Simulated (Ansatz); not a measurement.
# ZnO: relaxed-ion elastic tensor

All numbers below come from DFT PBE, scalar-relativistic, plane waves, PAW (Ansatz). Settings: 420 eV plane-wave cutoff, Γ-centred 9×9×6 mesh, fixed occupations. No spin polarisation.

Equilibrium structure at this level:
```xyz
4
Lattice="3.2796 0.0000 0.0000 -1.6398 2.8402 0.0000 0.0000 0.0000 5.2934" Properties=species:S:1:pos:R:3 pbc="T T T"
Zn    0.0000    1.8935    4.2901
Zn    1.6398    0.9467    1.6434
O     1.6398    0.9467    3.6501
O     0.0000    1.8935    1.0034
```

The cell has the wurtzite type, in a space group that the Crystallography Open Database lists for this formula; it was reached from a generator's guess.

Task: Give the relaxed-ion elastic constants (GPa, Voigt order xx yy zz yz xz xy, on the Cartesian axes of the cell above).

Result:
C11 = 188.3, C12 = 107.0, C13 = 92.3, C22 = 188.3, C23 = 92.3, C33 = 201.0, C44 = 37.2, C55 = 37.2, C66 = 40.7 GPa; the others vanish.

Task: Is the crystal stable against homogeneous strain?

Result: Yes: the least eigenvalue of the tensor is 37.2 GPa.

Task: And the moduli of a polycrystal (Hill averages)?

Result: B = 129 GPa, G = 42 GPa, E = 113 GPa, ν = 0.35.
